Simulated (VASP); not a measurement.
# CdTe (F-43m) in VASP: further runs

The runs below take CdTe through band structure, with PBE, PBEsol.

Program: VASP 6.6.1. These are calculated values, not measurements. Logs are shortened: lines on timing, memory, paths and dates and some standing lists are left out, and cuts for length are marked.

**Measured values to compare with.**

A printed reference work, data compilation reports, for a bulk crystal of CdTe at 0 K: band gap 1.607 eV.

The results are compared with them further down.

### 1 The crystal as given

It takes space group F-43m (No. 216, cubic). The conventional cell has a = 6.622 Å, b = 6.622 Å, c = 6.622 Å, α = 90.00°, β = 90.00°, γ = 90.00°. Cd (site symmetry -43m) has 4 Te at 2.87 Å as nearest neighbours. Around Te (site symmetry -43m) lie 4 Cd at 2.87 Å.

### 2 Band structure, PBE

The input, INCAR:

```
ALGO     = Fast           # electronic algorithm
EDIFF    = 1E-6           # SCF threshold, eV
ENCUT    = 520            # plane-wave cutoff, eV
GGA      = PE             # functional
ICORELEVEL= 1            
ISIF     = 2              # what is computed and relaxed
ISMEAR   = 0              # smearing method
LASPH    = True           # aspherical terms in the spheres
LCHARG   = False          # write CHGCAR
LREAL    = False          # projectors in reciprocal space
LWAVE    = False          # write WAVECAR
NBANDS   = 16             # bands
NELM     = 80             # most SCF steps
PREC     = Accurate       # precision mode
SIGMA    = 0.03           # smearing width, eV
```

The input, KPOINTS:

```
k-points
0
Gamma
  8 8 8
```

The input, POSCAR:

```
CdTe                                    
1.0
    0.0000000000      3.3111409341      3.3111409341
    3.3111409341      0.0000000000      3.3111409341
    3.3111409341      3.3111409341      0.0000000000
  Cd              Te            
     1     1
Direct
     0.0000000000000000    0.0000000000000000    0.0000000000000000
     0.2500000000000000    0.2500000000000000    0.2500000000000000
```

The input, KPOINTS_OPT:

```
explicit points
159
Reciprocal
 0.0000000000  0.0000000000  0.0000000000 1
 0.0357142857  0.0000000000  0.0357142857 1
 0.0714285714  0.0000000000  0.0714285714 1
 0.1071428571  0.0000000000  0.1071428571 1
 0.1428571429  0.0000000000  0.1428571429 1
 0.1785714286  0.0000000000  0.1785714286 1
[... 151 lines left out ...]
 0.4250000000  0.0000000000  0.4250000000 1
 0.4500000000  0.0000000000  0.4500000000 1
```

Potentials or basis: VASP PAW PBE potentials, release 64 (Cd, Te).

Run with:

```console
cat potpaw_PBE.64/Cd/POTCAR potpaw_PBE.64/Te/POTCAR > POTCAR
mpirun -np 1 vasp_std > vasp.out
```

OUTCAR:

```text
EDIFF = 1E-6
   ENCUT = 520
   GGA = PE
   ISIF = 2
   ISMEAR = 0
   LASPH = True
   LREAL = False
   NELM = 80
   PREC = Accurate

 ion  position               nearest neighbor table
   1  0.000  0.000  0.000-   2 2.87   2 2.87   2 2.87   2 2.87
   2  0.250  0.250  0.250-   1 2.87   1 2.87   1 2.87   1 2.87

  LATTYP: Found a face centered cubic cell.
 ALAT       =     6.6222818682

  Lattice vectors:

 A1 = (   0.0000000000,   3.3111409341,   3.3111409341)
 A2 = (   3.3111409341,   0.0000000000,   3.3111409341)
 A3 = (   3.3111409341,   3.3111409341,   0.0000000000)

Analysis of symmetry for initial positions (statically):
=====================================================================
 Subroutine PRICEL returns:
 Original cell was already a primitive cell.

 Routine SETGRP: Setting up the symmetry group for a
 face centered cubic supercell.

 Subroutine GETGRP returns: Found 24 space group operations
 (whereof 24 operations were pure point group operations)
 out of a pool of 48 trial point group operations.

The static configuration has the point symmetry T_d .

Analysis of symmetry for dynamics (positions and initial velocities):
=====================================================================
 Subroutine PRICEL returns:
 Original cell was already a primitive cell.

 Routine SETGRP: Setting up the symmetry group for a
 face centered cubic supercell.

 Subroutine GETGRP returns: Found 24 space group operations
 (whereof 24 operations were pure point group operations)
 out of a pool of 48 trial point group operations.

The dynamic configuration has the point symmetry T_d .

 Subroutine INISYM returns: Found 24 space group operations
 (whereof 24 operations are pure point group operations),
 and found     1 'primitive' translations

----------------------------------------------------------------------------------------

                                     Primitive cell

  volume of cell :      72.6044

  direct lattice vectors                    reciprocal lattice vectors
     0.000000000  3.311140934  3.311140934    -0.151005351  0.151005351  0.151005351
     3.311140934  0.000000000  3.311140934     0.151005351 -0.151005351  0.151005351
     3.311140934  3.311140934  0.000000000     0.151005351  0.151005351 -0.151005351

  length of vectors
     4.682660416  4.682660416  4.682660416     0.261548941  0.261548941  0.261548941

  position of ions in fractional coordinates (direct lattice)
     0.000000000  0.000000000  0.000000000
     0.250000000  0.250000000  0.250000000

  ion indices of the primitive-cell ions
   primitive index   ion index
                 1           1
                 2           2

----------------------------------------------------------------------------------------

 KPOINTS: k-points

Automatic generation of k-mesh.
 Grid dimensions read from file:
 generate k-points for:    8    8    8

 Generating k-lattice:

  Cartesian coordinates                     Fractional coordinates (reciprocal lattice)
    -0.018875669  0.018875669  0.018875669     0.125000000  0.000000000  0.000000000
     0.018875669 -0.018875669  0.018875669     0.000000000  0.125000000  0.000000000
     0.018875669  0.018875669 -0.018875669     0.000000000  0.000000000  0.125000000

  Length of vectors
     0.032693618  0.032693618  0.032693618

  Shift w.r.t. Gamma in fractional coordinates (k-lattice)
     0.000000000  0.000000000  0.000000000

 Subroutine IBZKPT returns following result:
 ===========================================

 Found     29 irreducible k-points:

 Following reciprocal coordinates:
            Coordinates               Weight
  0.000000  0.000000  0.000000      1.000000
  0.125000  0.000000  0.000000      8.000000
  0.250000  0.000000  0.000000      8.000000
  0.375000  0.000000  0.000000      8.000000
  0.500000  0.000000  0.000000      4.000000
  0.125000  0.125000  0.000000      6.000000
[... 16 lines left out ...]
  0.500000  0.250000  0.125000     48.000000
 -0.375000  0.250000  0.125000     24.000000
 [... further k-points ...]
   k-points           NKPTS =     29   k-points in BZ     NKDIM =     29   number of bands    NBANDS=     16
   number of dos      NEDOS =    301   number of ions     NIONS =      2
   total plane-waves  NPLWV =  46656
   dimension x,y,z NGX =    36 NGY =   36 NGZ =   36
   dimension x,y,z NGXF=    72 NGYF=   72 NGZF=   72
   ions per type =               1   1
   NGX,Y,Z   is equivalent  to a cutoff of  12.78, 12.78, 12.78 a.u.
   NGXF,Y,Z  is equivalent  to a cutoff of  25.56, 25.56, 25.56 a.u.
 SYSTEM =  unknown system
   PREC   = accura    normal or accurate (medium, high low for compatibility)
   ISTART =      0    job   : 0-new  1-cont  2-samecut
   ICHARG =      2    charge: 1-file 2-atom 10-const
   ISPIN  =      1    spin polarized calculation?
   LNONCOLLINEAR =      F non collinear calculations
   LSORBIT =      F    spin-orbit coupling
   LASPH  =      T    aspherical Exc in radial PAW
   ENCUT  =  520.0 eV  38.22 Ry    6.18 a.u.   8.71  8.71  8.71*2*pi/ulx,y,z
   NELM   =     80;   NELMIN=  2; NELMDL= -5     # of ELM steps
   EDIFF  = 0.1E-05   stopping-criterion for ELM
   LREAL  =      F    real-space projection
   EDIFFG = 0.1E-04   stopping-criterion for IOM
   NSW    =      0    number of steps for IOM
   IBRION =     -1    ionic relax: 0-MD 1-quasi-New 2-CG
   NFREE  =      0    steps in history (QN), initial steepest desc. (CG)
   ISIF   =      2    stress and relaxation
   ISYM   =      2    0-nonsym 1-usesym 2-fastsym
   POTIM  = 0.5000    time-step for ionic-motion
   TEBEG  =    0.0;   TEEND  =   0.0 temperature during run
   PSTRESS=    0.0 pullay stress
   NELECT =      18.0000    total number of electrons
   NUPDOWN=      -1.0000    fix difference up-down
   EMIN   =  10.00;   EMAX   =-10.00  energy-range for DOS
   EFERMI =   0.00;   METHOD = LEGACY
   ISMEAR =     0;   SIGMA  =   0.03  broadening in eV -4-tet -1-fermi 0-gaus
   EFERMI_NEDOS =   21; number of points for ismear=-14 and -15
   IALGO  =     68    algorithm
   IMIX   =      4    mixing-type and parameters
     AMIX     =   0.40;   BMIX     =  1.00
     AMIX_MAG =   1.60;   BMIX_MAG =  1.00
  volume/ion in A,a.u.               =      36.30       244.98
  Fermi-wavevector in a.u.,A,eV,Ry     =   1.028438  1.943466 14.390667  1.057684
  Thomas-Fermi vector in A             =   2.162434
   LORBIT       =      0    0 simple, 1 ext, 2 COOP (PROOUT), +10 PAW based schemes
   GGA     = PE    functional components
   LHFCALC =     F    Hartree Fock is set to
   AEXX    =    0.0000 exact exchange contribution
   IVDW    =     0    specifies the selected vdW correction
   LEPSILON=     F    determine dielectric tensor
   LRPA    =     F    only Hartree local field effects (RPA)
 non-spin polarized calculation
 RMM-DIIS sequential band-by-band and
 Gauss-broadening in eV      SIGMA  =   0.03
  energy-cutoff  :      520.00
  volume of cell :       72.60
 maximum number of plane-waves:      1972
   NGX = 17   NGY = 17   NGZ = 17

 number of electron      18.0000006 magnetization

 Free energy of the ion-electron system (eV)
  ---------------------------------------------------
  ext. energy  EPLUGINS =         0.00000000
  ---------------------------------------------------
  free energy    TOTEN  =        -4.81210825 eV

  energy without entropy =       -4.81210825  energy(sigma->0) =       -4.81210825

 the core state eigenenergies are
   1-  1s -26514.0224  2s  -3931.1863  2p  -3526.4418  3s   -728.0552  3p   -595.3445
       3d   -387.7954  4s   -100.2312  4p    -61.2883
   2-  1s -31613.4409  2s  -4841.0130  2p  -4344.4100  3s   -957.2148  3p   -795.8727
       3d   -552.1245  4s   -156.6950  4p   -106.7306  4d    -34.0428

 E-fermi :   1.9643     XC(G=0):  -8.3009

 val. band max:        1.7819954711   @ k =   0.0000   0.0000   0.0000
 cond. band min:       2.3591167550   @ k =   0.0000   0.0000   0.0000
 fundamental gap:      0.5771212838
 Fermi energy:         1.9643147650

 k-point     1 :       0.0000    0.0000    0.0000
  band No.  band energies     occupation
      1      -9.0424      2.00000
      2      -6.3030      2.00000
      3      -6.3030      2.00000
      4      -6.3030      2.00000
      5      -6.0875      2.00000
      6      -6.0875      2.00000
[... 8 lines left out ...]
     15      11.0251      0.00000
     16      11.0251      0.00000

 k-point     2 :       0.1250    0.0000    0.0000
  band No.  band energies     occupation
      1      -8.9925      2.00000
      2      -6.2939      2.00000
      3      -6.2939      2.00000
      4      -6.2606      2.00000
      5      -6.0881      2.00000
      6      -6.0881      2.00000
[... 8 lines left out ...]
     15      10.3851      0.00000
     16      10.3851      0.00000

 k-point     3 :       0.2500    0.0000    0.0000
  band No.  band energies     occupation
      1      -8.8718      2.00000
      2      -6.2735      2.00000
      3      -6.2735      2.00000
      4      -6.1237      2.00000
      5      -6.0875      2.00000
      6      -6.0875      2.00000
[... 8 lines left out ...]
     15      10.1853      0.00000
     16      10.1853      0.00000

 k-point     4 :       0.3750    0.0000    0.0000
  band No.  band energies     occupation
      1      -8.7526      2.00000
      2      -6.2565      2.00000
      3      -6.2565      2.00000
      4      -6.0831      2.00000
      5      -6.0831      2.00000
      6      -5.9108      2.00000
[... 8 lines left out ...]
     15      10.9278      0.00000
     16      10.9278      0.00000
[... 155 lines left out ...]
      1      -8.8166      2.00000
      2      -6.2395      2.00000
      3      -6.2395      2.00000
      4      -6.1585      2.00000
      5      -6.0747      2.00000
      6      -6.0549      2.00000
[... 8 lines left out ...]
     15      11.5517      0.00000
     16      12.1840      0.00000

 k-point    14 :       0.3750    0.2500    0.0000
  band No.  band energies     occupation
      1      -8.7225      2.00000
      2      -6.2245      2.00000
      3      -6.2170      2.00000
      4      -6.1377      2.00000
      5      -6.0712      2.00000
      6      -5.9173      2.00000
[... 8 lines left out ...]
     15      11.9362      0.00000
     16      12.6021      0.00000

 k-point    15 :       0.5000    0.2500    0.0000
  band No.  band energies     occupation
      1      -8.6534      2.00000
      2      -6.2223      2.00000
      3      -6.2084      2.00000
      4      -6.1188      2.00000
      5      -6.0739      2.00000
      6      -5.7352      2.00000
[... 8 lines left out ...]
     15      12.1260      0.00000
     16      12.6651      0.00000

 k-point    16 :      -0.3750    0.2500    0.0000
  band No.  band energies     occupation

------------------------ aborting loop because EDIFF is reached ----------------------------------------

  FORCE on cell =-STRESS in cart. coord.  units (eV):
  Direction    XX          YY          ZZ          XY          YZ          ZX
  --------------------------------------------------------------------------------------
  -------------------------------------------------------------------------------------
  Total        0.0222419      0.0222419      0.0222419     -0.0000000     -0.0000000     -0.0000000
  in kB        0.4908158      0.4908158      0.4908158     -0.0000000     -0.0000000     -0.0000000
  external PRESSURE =       0.4908158 kB  Pullay stress =       0.0000000 kB

 VOLUME and BASIS-vectors are now :
 -----------------------------------------------------------------------------
  energy-cutoff  :      520.00
  volume of cell :       72.60
      direct lattice vectors                 reciprocal lattice vectors
     0.000000000  3.311140934  3.311140934    -0.151005351  0.151005351  0.151005351
     3.311140934  0.000000000  3.311140934     0.151005351 -0.151005351  0.151005351
     3.311140934  3.311140934  0.000000000     0.151005351  0.151005351 -0.151005351

 POSITION                                       TOTAL-FORCE (eV/Angst)
 -----------------------------------------------------------------------------------
      0.00000      0.00000      0.00000        -0.000000     -0.000000     -0.000000
      1.65557      1.65557      1.65557         0.000000      0.000000      0.000000
 -----------------------------------------------------------------------------------
    total drift:                               -0.000000     -0.000000     -0.000001

  FREE ENERGIE OF THE ION-ELECTRON SYSTEM (eV)
  ---------------------------------------------------
  free  energy   TOTEN  =        -4.8121082492 eV

  energy  without entropy=       -4.8121082492  energy(sigma->0) =       -4.81210825
```

Wall time 46 s (1 thread of Intel Xeon 6975P-C (Granite Rapids), shared host); peak memory 0.24 GiB.

What came out:

| Quantity | Value |
| --- | --- |
| Free energy | -4.8121 eV |
| Pressure | 0.0 GPa |
| Band gap on the k mesh | 0.58 eV, direct |
| Band gap along the path | 0.58 eV, direct |

Levels at the corners of the path, in eV from the valence-band top:
```
point  band 5  band 6  band 7  band 8  band 9  band 10  band 11  band 12  band 13  band 14
    Γ   -7.87   -7.87    0.00    0.00    0.00     0.58     4.64     4.64     4.64     7.37
    X   -7.84   -7.45   -4.00   -1.65   -1.65     2.67     2.74     8.50     8.80     8.80
    X   -7.84   -7.45   -4.00   -1.65   -1.65     2.67     2.74     8.50     8.80     8.80
    W   -7.87   -7.38   -3.89   -2.08   -1.94     4.03     4.70     5.48     6.32     9.29
    W   -7.87   -7.38   -3.89   -2.08   -1.94     4.03     4.70     5.48     6.32     9.29
    K   -7.86   -7.41   -3.91   -2.27   -1.37     2.92     4.43     7.21     7.31     7.57
    K   -7.86   -7.41   -3.91   -2.27   -1.37     2.92     4.43     7.21     7.31     7.57
    Γ   -7.87   -7.87    0.00    0.00    0.00     0.58     4.64     4.64     4.64     7.37
    Γ   -7.87   -7.87    0.00    0.00    0.00     0.58     4.64     4.64     4.64     7.37
    L   -7.86   -7.57   -4.07   -0.68   -0.68     1.75     5.21     5.21     7.01     8.43
    L   -7.86   -7.57   -4.07   -0.68   -0.68     1.75     5.21     5.21     7.01     8.43
    U   -7.86   -7.41   -3.91   -2.27   -1.37     2.92     4.43     7.21     7.31     7.57
    U   -7.86   -7.41   -3.91   -2.27   -1.37     2.92     4.43     7.21     7.31     7.57
    W   -7.87   -7.38   -3.89   -2.08   -1.94     4.03     4.70     5.48     6.32     9.29
    W   -7.87   -7.38   -3.89   -2.08   -1.94     4.03     4.70     5.48     6.32     9.29
    L   -7.86   -7.57   -4.07   -0.68   -0.68     1.75     5.21     5.21     7.01     8.43
    L   -7.86   -7.57   -4.07   -0.68   -0.68     1.75     5.21     5.21     7.01     8.43
    K   -7.86   -7.41   -3.91   -2.27   -1.37     2.92     4.43     7.21     7.31     7.57
    U   -7.86   -7.41   -3.91   -2.27   -1.37     2.92     4.43     7.21     7.31     7.57
    X   -7.84   -7.45   -4.00   -1.65   -1.65     2.67     2.74     8.50     8.80     8.80
```

Core levels (eV, on the scale of the bands):
```tsv
atom	levels
1 Cd	1s -26514.0, 2s -3931.2, 2p -3526.4, 3s -728.1, 3p -595.3, 3d -387.8, 4s -100.2, 4p -61.3
2 Te	1s -31613.4, 2s -4841.0, 2p -4344.4, 3s -957.2, 3p -795.9, 3d -552.1, 4s -156.7, 4p -106.7, 4d -34.0
```

Caveat: spin-orbit coupling is left out, which moves the levels of the heavy elements.

(Part 1 of 2 ends here.)
